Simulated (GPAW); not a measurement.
Runs of GPAW 26.7.0 on SiNi3. Symmetry: Pm-3m, No. 221, cubic system. The conventional cell has a = 3.542 Å, b = 3.542 Å, c = 3.542 Å, α = 90.00°, β = 90.00°, γ = 90.00°. Ni (site symmetry 4/mmm) is surrounded by 8 Ni at 2.50 Å and 4 Si at 2.50 Å. Si (site symmetry m-3m) has 12 Ni at 2.50 Å as nearest neighbours. 

| task | level | U | cell | k mesh | band path | band points | optimizer | fmax | max steps | gap on the mesh (eV) | pressure (GPa) | moment (μB) | relaxed volume (Å³/atom) |
| --- | --- | --- | --- | --- | --- | --- | --- | --- | --- | --- | --- | --- | --- |
| band structure | PBEsol+U | Ni d U = 3 eV | as given | 7 × 7 × 7 | GXMGRX,MR | 60 | - | - | - | - | (a) | 0.17 | - |
| relaxation of cell and atoms | PBEsol+D3 | - | relaxed | 6 × 6 × 6 | - | - | BFGS | 0.02 eV/Å | 60 | none | -0.3 | 0.00 | 10.22 |
| band structure | PBEsol | - | as given | 6 × 6 × 6 | GXMGRX,MR | 60 | - | - | - | - | -12.0 | 0.00 | - |
| relaxation of cell and atoms | PBEsol+D4 | - | relaxed | 6 × 6 × 6 | - | - | BFGS | 0.02 eV/Å | 60 | none | -0.2 | 0.00 | 10.33 |
| band structure | PBEsol+U | Ni d U = 6 eV | as given | 7 × 7 × 7 | GXMGRX,MR | 60 | - | - | - | - | -9.7 | (b) | - |

Alike in all rows: potentials or basis PAW data sets generated in the run's folder for this functional, pw; spin collinear, ferromagnetic start; cutoff (eV) 600; smearing fermi-dirac 0.05 eV.

Estimate the missing entries.

(a) -15.3; (b) 2.00.

Caveats: the stock nickel data set gives pressures a few GPa off other programs; the U is typed as a test and isn't derived for this compound (some runs); each step starts from the last one's moments, so a moment once lost doesn't come back (some runs); later steps reuse the first step's grids (some runs); pairwise dispersion overbinds metals, which lowers pressure and volume (some runs).

A k mesh can miss the band edges.

A gap of «none» marks a metal or a gap under the smearing width.

Not every run made on this cell is shown here.
